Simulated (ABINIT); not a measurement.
# Fe in ABINIT: the effect of potentials

Crystal: Fe.

```
Fe
1.0
     2.43416    0.00000    0.00000
    -1.21708    2.10804    0.00000
     0.00000    0.00000    3.84193
Fe
2
Direct
  0.66667 0.33333 0.75000
  0.33333 0.66667 0.25000
```

This isn't the form of Fe at room conditions, which is bcc.

Alike in all runs:

```yaml
Program: ABINIT 10.8.3 (patched build)
Task: single point
Functional: r2SCAN
k_mesh: 12 × 12 × 7
Occupations: fermi-dirac, width 0.05 eV
Spin: collinear spin, ferromagnetic start
Starting_moments: "[3.0, 3.0] μB"
```

```csv
potentials,cutoff,pressure (GPa),moment (μB)
"Ansatz PAW PBE default generated set, frozen core",490 eV,56.4,5.16
JTH PAW PBE v2.0,844 eV,17.5,2.63
SG15 NC PBE v1.2,1306 eV,?,?
```

What does the run with potentials SG15 NC PBE v1.2 give?

Pressure 61.1 GPa; moment 5.33 μB.

Caveats: a pressure of tens of GPa on the cell as given is suspect, and the run, the potentials or the cell itself is likely at fault (some runs); the PAW data sets were made with another functional, which shifts forces and pressure a little (some runs); the atomic spheres overlap (some runs); the potentials were made for another functional, which shifts forces and pressure (some runs).
